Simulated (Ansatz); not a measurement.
# Blue phosphorene bilayer (AA') in a perpendicular field, part 2 of 4

Aim: how the blue phosphorene bilayer (AA') screens a field along its normal, and what the field does to its bands. A positive field points along +c.

Ansatz 0.2.0; plane-wave DFT, PBE-D3(BJ), Ansatz PAW (the session's first sound run).

So far. Step 2 (Relaxing the slab): The lattice constant a goes from 3.280 to 3.250 Å.

**3. Single point, field 0**

A sawtooth potential applies the field, turning back in the middle of the vacuum. With the dipole correction the typed value is the field outside the slab. The induced dipole is small, so the SCF threshold is tight.

The cell differs from the one that the last finished run ended in (c 35.160 → 24.413 Å).

The input, input.yaml:

```yaml
crystal:
  lattice:
    - [3.2504088881, 0.0, 0.0]
    - [-1.625204444, 2.8149366698, 0.0]
    - [0.0, 0.0, 24.4128260518]
  atoms:
    - { symbol: P, position: [0.6666666667, 0.3333333333, 0.3686586707] }
    - { symbol: P, position: [0.3333333333, 0.6666666667, 0.4197043849] }
    - { symbol: P, position: [0.3333333333, 0.6666666667, 0.5802956151] }
    - { symbol: P, position: [0.6666666667, 0.3333333333, 0.6313413293] }
kpoints:
  mp_grid: { grid: [18, 18, 1] }
  band_path:
    path: [[0, 0, 0], [0.5, 0, 0], [0.33333333, 0.33333333, 0], [0, 0, 0]]
    npoints: 16
hamiltonian:
  xc: pbe
  dispersion: d3bj
scf:
  occupations: { method: fermi_dirac, width: 0.02585 }
  convergence: { dr2_threshold: 1.0e-10 }
efield:
  axis: 3
  dipole_correction: true
  ramp_position: 0.97
  ramp_width: 0.06
  amplitude: 0
output:
  dos: { projected: true, e_range: [-6, 5] }
  bader: true
  write_potential: true
  write_density: true
  volumetric_format: npy
  elf: true
```

Started as:

```console
> ansatz run input.yaml --threads 2 --pin off --max-ram 3072MiB --backend cpu --events-out ev --progress --plain --runs-dir out
```

Numbers of over 12 decimals in the logs are rounded to 6 here.

The log of the run:

```text
[...]
Crystal: 4 atoms, lattice volume = 223.370 Å³
Basis set: ecut = 420 eV, 4449 PW (Γ)
Bands: 14, of which v1, the nominal top of the filled ones, is band 10 counted from 1 (9 counted from 0)
Symmetry: 6 space group operations
k-points: 37 of 324 (time reversal used)
[...]
SCF iter   1: F=—  HF=-3023.604137 eV  |F-HF|=—  |Δ(HF+E_count)|=         —  Δρ=1.68e-3  dr2=1.99e-2  ethr=1.77e-3  p=0.000 e·Å  D=8.79e-15 V/Å  ΔV_dip=-0.00 eV  dr2_dipole=8.82e-9  V_vac-E_F(+/−)=4.99/4.99 eV  ⟨swp⟩=10.1  Hψ=4614  notcnv=0
efield: sawtooth ramp at fractional position 0.9700 (set: `efield.ramp_position`, or a place that a band, a saddle search or an elastic batch's reference lends), width 0.0600; the density the first Hamiltonian is built on has a dipole p = 0.000 e·Å; the dipole correction subtracts the counter field D = 8.79e-15 V/Å, which shifts the + side's vacuum level by -0.00 eV against the − side's; the planar-averaged density in the ramp window peaks in size at 2.9e-6 e/Å³
[...]
SCF iter   2: F=—  HF=-3023.613086 eV  |F-HF|=—  |Δ(HF+E_count)|=   8.95e-3  Δρ=2.19e-3  dr2=9.14e-2  ethr=9.96e-5  p=-0.000 e·Å  D=-5.98e-5 V/Å  ΔV_dip=0.00 eV  dr2_dipole=1.67e-7  V_vac-E_F(+/−)=5.25/5.25 eV  ⟨swp⟩=4.4  Hψ=1542  notcnv=0
[...]
SCF iter  10: F=-3023.601497 eV  HF=-3023.601497 eV  |F-HF|=4.46e-11  |Δ(HF+E_count)|=   1.04e-9  Δρ=1.04e-7  dr2=2.40e-11  ethr=1.00e-12  p=-0.000 e·Å  D=-2.23e-8 V/Å  ΔV_dip=0.00 eV  dr2_dipole=7.77e-14  V_vac-E_F(+/−)=5.10/5.10 eV  ⟨swp⟩=3.4  Hψ=2482  notcnv=0
SCF 1 converged in 10 iterations: F = -3023.601497 eV  dr2 = 2.40e-11
[...]
NSCF: frozen V_eff on 49 k-points
efield: sawtooth ramp at fractional position 0.9700 (kept from the solve that this one continues, or follows in the run), width 0.0600; the density the first Hamiltonian is built on has a dipole p = -0.000 e·Å; the dipole correction subtracts the counter field D = -2.23e-8 V/Å, which shifts the + side's vacuum level by +0.00 eV against the − side's; the planar-averaged density in the ramp window peaks in size at 7.6e-8 e/Å³
WARN: The output density's exchange-correlation potential varies sharply where the density is thin. Do not read a vacuum level from v_tot or v_xc, or from such a field of the output density. On a cell that repeats whose density bears no net charge and no dipole along the vacuum's axis use v_es (v_loc + v_h of the components); under efield.dipole_correction with no amplitude use v_es + v_field, which holds any externa [...]
SCF converged after 10 iterations
Free energy (F): -3023.601497 eV
[...]
Internal energy: -3023.601497 eV  (E = F + TS)
E sigma→0 (E₀):  -3023.601497 eV
Fermi energy:    -0.858422 eV
Dipole field:    D = -0.000000 V/Å  (p = -0.000000 e·Å, saw-weighted, corrected)
Work function:   Φ+ = 5.1011 eV   Φ− = 5.1011 eV
Levels:          The Fermi level and band energies are counted from a zero that moves with the ramp; work functions are not
[...]
--- Band table (eV; the first three rows and the last of 37) ---
  k-point 0: bands = [... 6 lower, -1.9631, -1.9529, -1.9529, -1.9319, 2.0555, 2.0555, 2.0642, 2.0850]
  k-point 1: bands = [... 6 lower, -2.3992, -2.0847, -2.0743, -1.9025, 1.9095, 1.9490, 2.2088, 2.2402]
  k-point 2: bands = [... 6 lower, -2.7269, -2.3907, -2.3797, -1.8276, 1.5283, 1.5840, 2.5877, 2.6259]
  k-point 36: bands = [... 6 lower, -3.9348, -3.7144, -3.6441, -3.4552, 0.0175, 0.3192, 3.2094, 3.2885]
--- Bader charges: 4 sites ---
  site symbol  charge [e]  shift [e]
     0      P     -0.0003     0.0000
     1      P      0.0003     0.0000
     2      P      0.0003     0.0000
     3      P     -0.0003     0.0000
  estimated error of the sums over rays = 2.0e-4 e
```

The job ended after 26 s (2 threads of Arm Neoverse V2, shared host; peak memory 0.45 GiB).

Reading the cycles: dr2 is the Hartree energy of the density residual (eV), the measure of convergence; HF is the Harris–Foulkes estimate of the energy, which meets the free energy F at convergence.

Numbers from this step:

```yaml
gap_on_the_k_mesh: 1.503 eV
dipole_along_the_normal: -4.65e-7 e·Å
gap_along_the_path: 1.485 eV
smallest_direct_gap_along_the_path: 1.783 eV
ionisation_energy_upper_face: 5.860 eV
electron_affinity_upper_face: 4.375 eV
gap_the_smaller_of_path_and_mesh: 1.485 eV
```

Running mean over a fixed 2.6 Å (it still follows the layers) of the planar mean; the ramp of the sawtooth is left out. The electron's electrostatic potential energy less the Fermi level by z:

z (Å), electron's electrostatic potential energy less the Fermi level (eV) and a bar from the least value:
```
      3.0        5.1 ##############################
      3.5        5.1 ##############################
      4.0        5.1 ##############################
      4.5        5.1 ##############################
      5.0        5.1 ##############################
      5.5        5.1 ##############################
      6.0        5.0 ##############################
      6.5        4.9 ##############################
      7.0        4.2 ############################
      7.5        2.0 ########################
      8.0       -1.4 #################
      8.5       -4.4 ###########
      9.0       -7.6 #####
      9.5       -9.9 
     10.0       -9.1 ##
     10.5       -6.0 ########
     11.0       -3.0 ##############
     11.5        0.2 ####################
     12.0        2.8 #########################
     12.5        2.5 #########################
     13.0       -0.4 ###################
     13.5       -3.5 #############
     14.0       -6.6 #######
     14.5       -9.5 #
     15.0       -9.7 
     15.5       -7.1 ######
     16.0       -3.9 ############
     16.5       -0.8 ##################
     17.0        2.5 #########################
     17.5        4.4 #############################
     18.0        4.9 ##############################
     18.5        5.1 ##############################
     19.0        5.1 ##############################
     19.5        5.1 ##############################
     20.0        5.1 ##############################
     20.5        5.1 ##############################
     21.0        5.1 ##############################
```

The density of states has structure finer than the step of the table below, so its rows give means over 0.2 eV, whole bins alone (the curve runs from -6 to 2.49 eV). Peaks (eV: height): -5.09: 5.02, -4.95: 4.95, -1.89: 4.37, -1.48: 8.35, -0.79: 6.75, 1.72: 3.92, 2.13: 5.43.

The density of states by energy, zero at the Fermi level of the run, which the smearing sets inside the gap; means over each step:

| energy (eV) | density of states (states/eV a cell) |
| --- | --- |
| -5.8 | 0.630 |
| -5.6 | 0.677 |
| -5.4 | 1.18 |
| -5.2 | 2.91 |
| -5.0 | 4.20 |
| -4.8 | 2.40 |
| -4.6 | 2.06 |
| -4.4 | 2.21 |
| -4.2 | 1.98 |
| -4.0 | 2.09 |
| -3.8 | 2.68 |
| -3.6 | 2.79 |
| -3.4 | 2.87 |
| -3.2 | 1.93 |
| -3.0 | 1.35 |
| -2.8 | 1.08 |
| -2.6 | 1.94 |
| -2.4 | 2.25 |
| -2.2 | 3.08 |
| -2.0 | 2.58 |
| -1.8 | 2.75 |
| -1.6 | 3.97 |
| -1.4 | 2.84 |
| -1.2 | 1.11 |
| -1.0 | 1.72 |
| -0.8 | 2.50 |
| -0.6 | 0 |
| -0.4 | 0 |
| -0.2 | 0 |
| 0.0 | 0 |
| 0.2 | 0 |
| 0.4 | 0 |
| 0.6 | 0 |
| 0.8 | 0.439 |
| 1.0 | 1.51 |
| 1.2 | 2.19 |
| 1.4 | 2.26 |
| 1.6 | 2.62 |
| 1.8 | 2.73 |
| 2.0 | 2.58 |
| 2.2 | 3.31 |

Projected DOS per atom over height of the atomic layer and energy from the Fermi level. Layers: P P P P from below.

Ten even steps from '0' (0.00 states/eV) to '9' (0.94 states/eV), each cell a mean:
```
5555
6666
6666
4444
1111
0000
0000
0000
4444
3333
9999
7777
7777
4334
4444
7777
6666
5555
5555
9999
3333
1111
```
Columns: height of the atomic layer (Å) from 9 to 15.4 (not evenly spaced); rows upwards: energy from the Fermi level (eV) from -5.96 to 2.5.

The electronic bands at the labelled points (eV, zero at the Fermi level of the run, which the smearing sets inside the gap):

| point | band 7 | band 8 | band 9 | band 10 | band 11 | band 12 | band 13 | band 14 |
| --- | --- | --- | --- | --- | --- | --- | --- | --- |
| Γ | -1.10 | -1.09 | -1.09 | -1.07 | 2.91 | 2.91 | 2.92 | 2.94 |
| halfway | -2.49 | -2.47 | -1.50 | -0.80 | 1.15 | 1.32 | 3.84 | 4.16 |
| M | -3.32 | -3.31 | -2.64 | -2.32 | 0.91 | 1.02 | 2.07 | 2.78 |
| halfway | -3.75 | -3.51 | -2.56 | -2.25 | 1.67 | 2.07 | 3.17 | 3.40 |
| K | -3.08 | -2.86 | -2.79 | -2.60 | 0.88 | 1.18 | 4.07 | 4.15 |
| halfway | -3.82 | -3.80 | -1.42 | -0.78 | 2.29 | 2.67 | 3.17 | 3.33 |
| Γ | -1.10 | -1.09 | -1.09 | -1.07 | 2.91 | 2.91 | 2.92 | 2.94 |

ELF in the ca plane at fractional y = 0.333, with atoms of P within 0.2 Å of it. It is the smooth field of the valence electrons, not physical close to the nuclei.

Values, 5 rows by 16 columns, each cell a mean:
```
0.00 0.02 0.32 0.84 0.71 0.66 0.32 0.07 0.07 0.32 0.66 0.71 0.84 0.32 0.02 0.00
0.00 0.04 0.55 0.95 0.37 0.38 0.13 0.01 0.01 0.13 0.38 0.37 0.95 0.55 0.04 0.00
0.00 0.02 0.33 0.85 0.69 0.66 0.32 0.07 0.07 0.32 0.66 0.69 0.85 0.33 0.02 0.00
0.00 0.00 0.04 0.23 0.41 0.61 0.68 0.29 0.29 0.68 0.61 0.41 0.23 0.04 0.00 0.00
0.00 0.00 0.03 0.20 0.39 0.60 0.70 0.30 0.30 0.70 0.60 0.39 0.20 0.03 0.00 0.00
```
Columns run along c (16.0 Å, from fractional 0.18 to 0.84 of the cell), rows up along a (3.3 Å). Atoms in or near the plane, at fractional coordinates: P at (0.37, 0.67), P at (0.63, 0.67).

Electrostatic potential energy in the ca plane at fractional y = 0.333, with atoms of P within 0.2 Å of it. With pseudopotentials it is smooth inside the atoms' cores, unlike the true potential.

Ten even steps from '0' (-55 eV) to '9' (4 eV), each cell a mean:
```
99999999999755788999999999988755799999999999
99999999998300278999999999987200389999999999
99999999997200068999999999986000279999999999
99999999998410378999999999987301489999999999
99999999999866788999999999988766899999999999
99999999999988887899999999878888999999999999
99999999999999887889999998878899999999999999
99999999999988888899999999888888999999999999
```
Columns run along c (16.0 Å, from fractional 0.18 to 0.84 of the cell; values clipped at the 3rd and 97th percentile), rows up along a (3.3 Å). Atoms in or near the plane, at fractional coordinates: P at (0.37, 0.67), P at (0.63, 0.67).

Valence density in the ca plane at fractional y = 0.333, with atoms of P within 0.2 Å of it. It is the smooth field of the valence electrons, not physical close to the nuclei.

Ten even steps from '0' (0.00 e/Å³) to '9' (0.73 e/Å³), each cell a mean:
```
00000000012578864210000001246887521000000000
00000000025965863100000000136856952000000000
00000000026932663100000000136623962000000000
00000000015976863100000000136867951000000000
00000000012567764210000001246776521000000000
00000000001134555421000012455543110000000000
00000000000112455431000013455421100000000000
00000000001234555421000012455543210000000000
```
Columns run along c (16.0 Å, from fractional 0.18 to 0.84 of the cell), rows up along a (3.3 Å). Atoms in or near the plane, at fractional coordinates: P at (0.37, 0.67), P at (0.63, 0.67).

The gap is 1.49 eV, with the valence edge 5.86 eV and the conduction edge 4.38 eV under the upper vacuum level.

**4. Atoms held, field 0.03 V/Å**

input.yaml: that of step 3 with these lines changed.

```diff
@@ -26,6 +26,4 @@
   ramp_width: 0.06
-  amplitude: 0
+  amplitude: 0.03
 output:
-  dos: { projected: true, e_range: [-6, 5] }
-  bader: true
   write_potential: true
@@ -33,2 +31 @@
   volumetric_format: npy
-  elf: true
```

The log of the run:

```text
[...]
Crystal: 4 atoms, lattice volume = 223.370 Å³
Basis set: ecut = 420 eV, 4449 PW (Γ)
Bands: 14, of which v1, the nominal top of the filled ones, is band 10 counted from 1 (9 counted from 0)
Symmetry: 6 space group operations
k-points: 37 of 324 (time reversal used)
[...]
--- Band table (eV; the first three rows and the last of 37) ---
  k-point 0: bands = [... 6 lower, -1.9794, -1.9368, -1.9368, -1.9315, 2.0448, 2.0448, 2.0581, 2.0956]
  k-point 1: bands = [... 6 lower, -2.3834, -2.1008, -2.0582, -1.9021, 1.9006, 1.9578, 2.1985, 2.2504]
  k-point 2: bands = [... 6 lower, -2.7275, -2.4066, -2.3639, -1.8272, 1.5214, 1.5909, 2.5786, 2.6349]
  k-point 36: bands = [... 6 lower, -3.9356, -3.7210, -3.6376, -3.4545, 0.0160, 0.3206, 3.2089, 3.2877]
[key lines of the parts left out:]
SCF converged after 11 iterations
Free energy (F): -3023.601669 eV
Fermi energy:    -0.858925 eV
Dipole field:    D = 0.009286 V/Å  (p = 0.011463 e·Å, saw-weighted, corrected)
```

The job ended after 11 s (2 threads; peak memory 0.43 GiB; 22 s of CPU time).

The dipole is 0.0115 e·Å, and the gap 1.483 eV.

**5. Atoms held, field -0.03 V/Å**

input.yaml: that of step 4 with these lines changed.

```diff
@@ -26,3 +26,3 @@
   ramp_width: 0.06
-  amplitude: 0.03
+  amplitude: -0.03
 output:
```

The log of the run:

```text
[...]
Crystal: 4 atoms, lattice volume = 223.370 Å³
Basis set: ecut = 420 eV, 4449 PW (Γ)
Bands: 14, of which v1, the nominal top of the filled ones, is band 10 counted from 1 (9 counted from 0)
Symmetry: 6 space group operations
k-points: 37 of 324 (time reversal used)
[...]
--- Band table (eV; the first three rows and the last of 37) ---
  k-point 0: bands = [... 6 lower, -1.9794, -1.9368, -1.9368, -1.9315, 2.0448, 2.0448, 2.0581, 2.0956]
  k-point 1: bands = [... 6 lower, -2.3834, -2.1008, -2.0582, -1.9021, 1.9006, 1.9578, 2.1985, 2.2504]
  k-point 2: bands = [... 6 lower, -2.7275, -2.4066, -2.3639, -1.8272, 1.5214, 1.5909, 2.5786, 2.6349]
  k-point 36: bands = [... 6 lower, -3.9356, -3.7210, -3.6376, -3.4545, 0.0160, 0.3206, 3.2089, 3.2877]
[key lines of the parts left out:]
SCF converged after 11 iterations
Free energy (F): -3023.601669 eV
Fermi energy:    -0.858925 eV
Dipole field:    D = -0.009287 V/Å  (p = -0.011464 e·Å, saw-weighted, corrected)
```

Wall time 12 s (2 threads); peak memory 0.42 GiB; 22 s of CPU time.

The dipole is -0.0115 e·Å, and the gap 1.483 eV.

**6. Atoms held, field 0.15 V/Å**

input.yaml: that of step 5 with these lines changed.

```diff
@@ -26,3 +26,3 @@
   ramp_width: 0.06
-  amplitude: -0.03
+  amplitude: 0.15
 output:
```

The log of the run:

```text
[...]
Crystal: 4 atoms, lattice volume = 223.370 Å³
Basis set: ecut = 420 eV, 4449 PW (Γ)
Bands: 14, of which v1, the nominal top of the filled ones, is band 10 counted from 1 (9 counted from 0)
Symmetry: 6 space group operations
k-points: 37 of 324 (time reversal used)
[...]
--- Band table (eV; the first three rows and the last of 37) ---
  k-point 0: bands = [... 6 lower, -2.0626, -1.9213, -1.8559, -1.8559, 1.9647, 1.9647, 1.9863, 2.1734]
  k-point 1: bands = [... 6 lower, -2.3023, -2.1840, -1.9773, -1.8919, 1.8226, 2.0333, 2.1189, 2.3278]
  k-point 2: bands = [... 6 lower, -2.7401, -2.4897, -2.2830, -1.8167, 1.4477, 1.6622, 2.5006, 2.7107]
  k-point 36: bands = [... 6 lower, -3.9543, -3.7980, -3.5628, -3.4381, -0.0160, 0.3503, 3.1958, 3.2697]
[key lines of the parts left out:]
SCF converged after 12 iterations
Free energy (F): -3023.605797 eV
Fermi energy:    -0.869118 eV
Dipole field:    D = 0.046453 V/Å  (p = 0.057342 e·Å, saw-weighted, corrected)
```

Run time: 12 s. Hardware: 2 threads; peak memory 0.42 GiB.

The dipole is 0.0573 e·Å, and the gap 1.438 eV.

**7. Single point, field 0.25 V/Å**

input.yaml: that of step 6 with these lines changed.

```diff
@@ -26,3 +26,3 @@
   ramp_width: 0.06
-  amplitude: 0.15
+  amplitude: 0.25
 output:
```

The log of the run:

```text
[...]
Crystal: 4 atoms, lattice volume = 223.370 Å³
Basis set: ecut = 420 eV, 4449 PW (Γ)
Bands: 14, of which v1, the nominal top of the filled ones, is band 10 counted from 1 (9 counted from 0)
Symmetry: 6 space group operations
k-points: 37 of 324 (time reversal used)
[...]
--- Band table (eV; the first three rows and the last of 37) ---
  k-point 0: bands = [... 6 lower, -2.1331, -1.9034, -1.7896, -1.7896, 1.8946, 1.8946, 1.9155, 2.2394]
  k-point 1: bands = [... 6 lower, -2.2545, -2.2359, -1.9111, -1.8740, 1.7525, 2.0487, 2.0989, 2.3400]
  k-point 2: bands = [... 6 lower, -2.7626, -2.5603, -2.2168, -1.7982, 1.3781, 1.7273, 2.4307, 2.7764]
  k-point 36: bands = [... 6 lower, -3.9858, -3.8724, -3.4925, -3.4108, -0.0643, 0.3943, 3.1726, 3.2382]
[key lines of the parts left out:]
SCF converged after 12 iterations
Free energy (F): -3023.613444 eV
Fermi energy:    -0.882531 eV
Dipole field:    D = 0.077460 V/Å  (p = 0.095619 e·Å, saw-weighted, corrected)
```

Elapsed: 12 s, on 2 threads; peak memory 0.42 GiB; 23 s of CPU time.

The dipole is 0.0956 e·Å, and the gap 1.367 eV.

**8. Atoms held, field -0.25 V/Å**

input.yaml: that of step 7 with these lines changed.

```diff
@@ -26,4 +26,6 @@
   ramp_width: 0.06
-  amplitude: 0.25
+  amplitude: -0.25
 output:
+  dos: { projected: true, e_range: [-6, 5] }
+  bader: true
   write_potential: true
@@ -31 +33,2 @@
   volumetric_format: npy
+  elf: true
```

The log of the run:

```text
[...]
Crystal: 4 atoms, lattice volume = 223.370 Å³
Basis set: ecut = 420 eV, 4449 PW (Γ)
Bands: 14, of which v1, the nominal top of the filled ones, is band 10 counted from 1 (9 counted from 0)
Symmetry: 6 space group operations
k-points: 37 of 324 (time reversal used)
[...]
k-point 2: bands = [... 6 lower, -2.7626, -2.5603, -2.2168, -1.7982, 1.3781, 1.7273, 2.4307, 2.7764]
  k-point 36: bands = [... 6 lower, -3.9858, -3.8723, -3.4925, -3.4108, -0.0642, 0.3943, 3.1727, 3.2382]
--- Bader charges: 4 sites ---
  site symbol  charge [e]  shift [e]
     0      P      0.0149     0.0000
     1      P     -0.0118     0.0000
     2      P      0.0125     0.0001
     3      P     -0.0155     0.0001
  estimated error of the sums over rays = 2.1e-4 e
[key lines of the parts left out:]
SCF converged after 12 iterations
Free energy (F): -3023.613444 eV
Fermi energy:    -0.882531 eV
Dipole field:    D = -0.077459 V/Å  (p = -0.095617 e·Å, saw-weighted, corrected)
```

It took 28 s on 2 threads; peak memory 0.43 GiB; 54 s of CPU time.

The dipole is -0.0956 e·Å, and the gap 1.367 eV.

(Part 2 of 4 ends here.)

[Logs are printed without paths, hosts, clocks, repeated set-up lines and the standing remarks that a program may print on its own settings, such as how far it seeks lower states.]

[Hosts, paths, dates, database ids (printed as entryN), source tags and the programs' standing remarks are cut or masked in the printed files.]

[Maps of the electrostatic potential energy from Ansatz leave out the sawtooth potential of an applied field or a dipole correction, so their vacuum need not be flat; planar profiles and work functions include it.]

[The density of states shown here was stored with 400 of the rows of the run's finer table, so its peaks can read low, often by over a quarter, or be missed, and its means over a window can be off by a tenth or more.]
